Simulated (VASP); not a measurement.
# Be (P1) in VASP: further runs, part 2 of 2

VASP 6.6.1. The steps go on from the part before.

### 3 Single point, PBE

INCAR reads:

```
SYSTEM = Be
  PREC = Accurate
  ENCUT = 520
  EDIFF = 1E-6
  ISMEAR = -1
  SIGMA = 0.36
  LREAL = Auto
  LASPH = .True.
  NELM = 80
  ALGO = Fast
  ISIF = 2
  LWAVE = .False.
  LCHARG = .True.
  GGA = PE
  LELF = .True.
  LVHAR = .True.
  NBANDS = 60
```

KPOINTS reads:

```
Automatic mesh
0
Gamma
  2 2 2
  0 0 0
```

POSCAR reads:

```
Be
1.0
    7.1976270000      0.0000000000      0.0000000000
   -3.5988140000      6.2333280000      0.0000000000
    0.0000000000      0.0000000000      7.5191210000
Be
36
Direct
    0.0343562353      0.0154171255      0.0066098152
    0.1449988953      0.2664066451      0.2933853571
    0.0600574503      0.0483690253      0.5197017045
    0.0889331618      0.2339681146      0.7817403125
   -0.0076832251      0.3014601510     -0.0103868524
    0.1345501524      0.6323588298      0.1678520668
   -0.0220624527      0.2884013163      0.5017607776
    0.1287082384      0.5060539089      0.6800528945
    0.0207894861      0.7149952642     -0.0652336889
    0.1463946466      0.9480328967      0.2388843058
   -0.0062841079      0.6253641714      0.4040498883
    0.2702472588      1.0371024916      0.7989098726
    0.3502868713     -0.0203583062      0.0391269139
    0.4986663418      0.3490912078      0.3109804989
    0.4400991580      0.0564545938      0.4659055227
    0.5493764430      0.2018183545      0.7273190576
    0.3630089349      0.2841499757      0.0427177592
    0.3966970205      0.5748774972      0.2048111741
    0.3880839576      0.3231018807      0.5493594265
    0.5419644489      0.5820967547      0.7535987252
    0.3136415729      0.6390647179     -0.0508437090
    0.4399995030      0.8861397956      0.2367297986
    0.3740720979      0.6212411733      0.5073465369
    0.3933396659      0.8436424331      0.7125832926
    0.7059816381      0.0361765015     -0.0222499412
    0.8227265759      0.2939521232      0.2321414963
    0.6359335372     -0.0805508711      0.5382544050
    0.8378060092      0.2511980759      0.7610730031
    0.7486059386      0.3804548710     -0.0454707405
    0.7559379745      0.5798186779      0.1369840969
    0.7138190947      0.2930697695      0.4574337878
    0.8616926162      0.5313533958      0.6579625464
    0.5878953001      0.7022733281      0.0011969484
    0.7918836870      0.8978189500      0.2527423086
    0.7821290874      0.7005567491      0.5317642847
    0.8638735058      0.8826905948      0.7418154329
```

Potentials or basis: VASP PAW PBE potentials, release 64 (Be).

On the command line:

```
$ cat potpaw_PBE.64/Be/POTCAR > POTCAR
$ mpirun -np 1 vasp_std > vasp.out
```

It took 2.8 min on 1 thread of Intel Xeon 6975P-C (Granite Rapids), shared host; peak memory 0.41 GiB.

It converged, with:

```
Free energy            : -118.8840 eV
Pressure               : -0.1 GPa
Largest force          : 3.887 eV/Å
Band gap on the k mesh : none (metal or under the smearing width)
```

Forces on the atoms (eV/Å):
```
Be  -0.371 -0.004 -0.256
Be   0.608 -0.425 -0.947
Be   0.010 -1.035 -0.530
Be   3.139 -1.359 -1.251
Be   1.009  1.848  2.327
Be  -0.252 -0.591 -0.297
Be   0.088  0.094 -0.121
Be   0.293  1.608  2.016
Be   0.484 -0.158 -0.999
Be   0.294 -0.583  1.243
Be   0.235 -0.532  0.561
Be  -3.830 -0.441 -0.495
Be  -0.220 -0.046 -2.086
Be   0.451 -0.273 -1.331
Be  -2.252 -1.203  0.746
Be   0.854  0.717 -0.500
Be  -0.492  0.976 -0.666
Be   0.903 -0.790  0.746
Be  -0.469 -0.279  1.451
Be  -0.649 -0.170 -0.854
Be  -1.588 -0.677 -0.566
Be   1.803 -0.547  1.079
Be  -0.028 -0.119 -1.369
Be  -0.205 -0.335  0.799
Be  -0.677  0.128  0.198
Be   0.437 -0.103 -1.390
Be   1.457  1.509 -0.761
Be  -0.269 -0.278 -1.589
Be  -0.397 -0.643 -0.315
Be   0.589  0.652  1.538
Be  -1.229  1.704  1.965
Be  -0.225 -0.654  1.795
Be   2.763  1.444  0.481
Be   0.050  0.091 -0.093
Be  -2.294  0.243 -2.275
Be  -0.021  0.230  1.746
```

Stress tensor (GPa, compression positive):
```
 0.44  0.42 -1.44
 0.42 -3.92 -0.90
-1.44 -0.90  3.31
```

Levels at points of the mesh, in eV from the Fermi level:
| k point | band 32 | band 33 | band 34 | band 35 | band 36 | band 37 | band 38 | band 39 | band 40 | band 41 |
| --- | --- | --- | --- | --- | --- | --- | --- | --- | --- | --- |
| (0.00, 0.00, 0.00) | -0.46 | -0.38 | -0.16 | -0.05 | 0.23 | 0.33 | 0.34 | 0.47 | 0.91 | 0.94 |
| (0.50, 0.00, 0.00) | -1.16 | -0.89 | -0.60 | -0.39 | -0.25 | 0.08 | 0.31 | 0.53 | 1.05 | 1.24 |
| (0.00, 0.50, 0.00) | -1.09 | -0.83 | -0.60 | -0.31 | -0.28 | 0.11 | 0.17 | 0.33 | 0.71 | 1.13 |
| (0.50, 0.50, 0.00) | -0.97 | -0.90 | -0.55 | -0.30 | -0.07 | 0.00 | 0.15 | 0.53 | 0.80 | 1.05 |
| (0.00, 0.00, 0.50) | -1.29 | -1.05 | -0.93 | -0.49 | -0.41 | -0.35 | 0.19 | 0.69 | 0.84 | 1.50 |
| (0.50, 0.00, 0.50) | -1.20 | -0.99 | -0.77 | -0.55 | -0.13 | 0.28 | 0.68 | 0.73 | 0.89 | 1.07 |
| (0.00, 0.50, 0.50) | -1.12 | -0.93 | -0.89 | -0.54 | -0.38 | 0.35 | 0.58 | 0.68 | 0.84 | 0.94 |
| (0.50, 0.50, 0.50) | -1.20 | -0.78 | -0.57 | -0.39 | -0.27 | 0.27 | 0.68 | 0.71 | 0.98 | 1.08 |

Caveat: the k mesh is coarse (spacing up to 0.50 Å⁻¹), so the values aren't converged; forces of over 1 eV/Å show positions far from the minimum, so gaps and moduli don't describe the material at rest.

### 4 Single point, PBE

INCAR reads:

```
ALGO = Fast ; EDIFF = 1E-6
ENCUT = 520 ; GGA = PE
ISIF = 2 ; ISMEAR = -1
LASPH = True ; LCHARG = False
LREAL = Auto ; LWAVE = False
NBANDS = 60 ; NELM = 100
PREC = Accurate ; SIGMA = 0.36
```

KPOINTS reads:

```
k-points
0
Gamma
  2 2 2
```

POSCAR reads:

```
Be
1.0
    7.1976270000      0.0000000000      0.0000000000
   -3.5988140000      6.2333280000      0.0000000000
    0.0000000000      0.0000000000      7.5191210000
Be
36
Direct
   -0.0142884027     -0.0232139236      0.0278622993
    0.1308300149      0.2080590015      0.2549899117
    0.0858543936      0.0078770121      0.4883017576
    0.1218363794      0.2303905715      0.7134610548
    0.0953959717      0.3544013727      0.0125147607
    0.1413544559      0.6893428358      0.1753529435
   -0.0484048564      0.2469146498      0.4866393293
    0.1243699578      0.5514229317      0.6978076294
    0.0352388699      0.7270273600     -0.1034695412
    0.2761596570      0.9971880190      0.2959654460
    0.0283194101      0.6808722403      0.4547739024
    0.2049019545      1.0629634763      0.8044956319
    0.3394002117     -0.0277379916     -0.0021944054
    0.4616503562      0.3359682019      0.2886507612
    0.4089920551      0.0112459989      0.5132913807
    0.5555971627      0.1705509481      0.7339554717
    0.3608214238      0.3135082896      0.0072481877
    0.3231179019      0.5146368040      0.1806062171
    0.4329384228      0.3518184828      0.5899758762
    0.5857816770      0.6179363576      0.7404322926
    0.3105794207      0.6658401419     -0.0506043193
    0.5193716206      0.8870542349      0.1984939463
    0.4040053773      0.6380379791      0.5015080885
    0.3705873186      0.8489044697      0.7489971235
    0.7194611372      0.0727219874     -0.0191511747
    0.8430081781      0.2833317932      0.2101176454
    0.7041899214     -0.0403476281      0.5792033404
    0.8632611161      0.2558986147      0.7288484917
    0.7755552806      0.4028987404     -0.0527721259
    0.8534106883      0.6286048159      0.2060879191
    0.7183773580      0.3598719657      0.4545478122
    0.7945090972      0.5095512381      0.7072103242
    0.6771559312      0.7280220133      0.0197895472
    0.8339679959      0.9351665755      0.2703906481
    0.6935803957      0.6723695592      0.4740979697
    0.9066079498      0.8718777513      0.7506462524
```

On the command line:

```
$ cat potpaw_PBE.64/Be/POTCAR > POTCAR
$ mpirun -np 1 vasp_std > vasp.out
```

It took 2.8 min on 1 thread of Intel Xeon 6975P-C (Granite Rapids), shared host; peak memory 0.41 GiB.

Results (log left out):

| Quantity | Value |
| --- | --- |
| Free energy | -121.9940 eV |
| Pressure | -1.4 GPa |
| Largest force | 3.681 eV/Å |
| Band gap on the k mesh | none (metal or under the smearing width) |

Forces in eV/Å, atoms in the order of the input:
```
Be   1.438  0.748 -0.398
Be   0.250  0.059 -0.289
Be  -0.775  0.671  0.941
Be  -2.002  2.069 -0.585
Be  -1.906 -1.362 -1.337
Be   2.116 -0.451 -0.682
Be   0.791  1.059 -1.409
Be   0.270 -0.933  0.019
Be   0.511 -0.230  0.522
Be  -1.006 -0.784 -2.366
Be   0.599  0.252  0.033
Be   3.491 -1.152  0.186
Be   0.402  0.755  0.871
Be   0.779  0.747  0.238
Be   0.153 -0.177  0.254
Be  -0.266  0.573  1.272
Be   0.453 -0.271 -0.373
Be   0.528  1.571  0.861
Be   0.502 -0.707 -0.723
Be  -1.787  0.919  0.552
Be   1.381 -0.223  0.907
Be  -1.291 -0.558  0.593
Be  -1.627  0.052 -0.089
Be   0.247  0.450 -1.000
Be   0.066 -0.482 -0.636
Be   0.002  0.136  0.563
Be  -0.691 -0.641  0.169
Be  -0.692 -0.014  1.213
Be   0.315 -0.629  1.399
Be  -1.454 -0.433  0.281
Be  -0.010 -0.248  0.181
Be   0.107  0.805 -1.376
Be  -0.570 -0.708  0.163
Be  -0.434  0.066  0.311
Be   1.650 -0.531  0.186
Be  -1.539 -0.398 -0.451
```

Stress tensor (GPa, compression positive):
```
 0.68 -0.67  2.94
-0.67 -2.01 -1.18
 2.94 -1.18 -3.02
```

Levels at points of the mesh, in eV from the Fermi level:
```csv
k point,band 33,band 34,band 35,band 36,band 37,band 38,band 39,band 40
"(0.00, 0.00, 0.00)",-0.31,-0.22,0.05,0.16,0.23,0.43,0.72,0.91
"(0.50, 0.00, 0.00)",-0.83,-0.61,-0.43,-0.06,0.04,0.33,0.40,0.88
"(0.00, 0.50, 0.00)",-1.01,-0.63,-0.56,-0.11,0.01,0.49,0.79,0.95
"(0.50, 0.50, 0.00)",-0.97,-0.59,-0.39,-0.07,0.01,0.41,0.55,0.74
"(0.00, 0.00, 0.50)",-1.07,-1.01,-0.89,-0.51,0.04,0.12,0.59,0.76
"(0.50, 0.00, 0.50)",-0.89,-0.83,-0.78,0.02,0.30,0.46,0.57,0.97
"(0.00, 0.50, 0.50)",-0.97,-0.84,-0.65,-0.06,0.22,0.54,0.56,0.83
"(0.50, 0.50, 0.50)",-1.04,-0.84,-0.36,-0.25,0.09,0.27,0.71,0.78
```

Caveat: the k mesh is coarse (spacing up to 0.50 Å⁻¹), so the values aren't converged; forces of over 1 eV/Å show positions far from the minimum, so gaps and moduli don't describe the material at rest.
